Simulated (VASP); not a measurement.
Crystal: BN.

```
B N
1.0
     2.49824    0.00000    0.00000
    -1.24912    2.16354    0.00000
     0.00000    0.00000    6.63570
B N
2 2
Cartesian
  0.0000 1.4424 1.6589
  1.2491 0.7212 4.9768
  0.0000 1.4424 4.9768
  1.2491 0.7212 1.6589
```

| Quantity | Value |
| --- | --- |
| Program | VASP 6.6.1 |
| Task | relaxation of cell and atoms |
| Functional | optB86b-vdW |
| Potentials or basis | VASP PAW PBE potentials, release 64 (B, N) |
| Cutoff | 600 eV |
| k mesh | 12 × 12 × 4 |
| Occupations | gaussian, width 0.03 eV |
| Spin | no spin polarisation |

At the start: pressure 3.7 GPa; volume 8.97 Å³/atom.

Question: How do energy, volume and symmetry change on relaxing?

Answer: Over 9 steps the energy falls by 2.7 meV/atom and the volume is 8.82 Å³/atom (-1.7 %); space group P6_3/mmc (No. 194, to 0.05 Å).

Step by step:
| step | energy change (eV) | largest force (eV/Å) | pressure (GPa) | volume (Å³) |
| --- | --- | --- | --- | --- |
| 1 | 0.0000 | 0.0000 | 3.72 | 35.87 |
| 2 | 0.0187 | 0.0000 | -7.49 | 36.95 |
| 3 | -0.0076 | 0.0000 | -0.38 | 36.24 |
| 4 | -0.0076 | 0.0000 | -0.30 | 36.24 |
| 5 | -0.0081 | 0.0000 | -0.27 | 36.16 |
| 6 | -0.0091 | 0.0000 | -0.20 | 35.93 |
| 7 | -0.0105 | 0.0000 | -0.04 | 35.47 |
| 8 | -0.0089 | 0.0000 | 0.38 | 34.55 |
| 9 | -0.0106 | 0.0000 | 0.03 | 35.26 |

Final structure:
```yaml
crystal:
  lattice:
    - [2.51205, 0.00000, 0.00000]
    - [-1.25603, 2.17550, 0.00000]
    - [0.00000, 0.00000, 6.45244]
  atoms:
    - { symbol: B, position: [0.33333, 0.66667, 0.25000] }
    - { symbol: B, position: [0.66667, 0.33333, 0.75000] }
    - { symbol: N, position: [0.33333, 0.66667, 0.75000] }
    - { symbol: N, position: [0.66667, 0.33333, 0.25000] }
```

Caveat: the PAW data sets were made with another functional, which shifts forces and pressure a little.
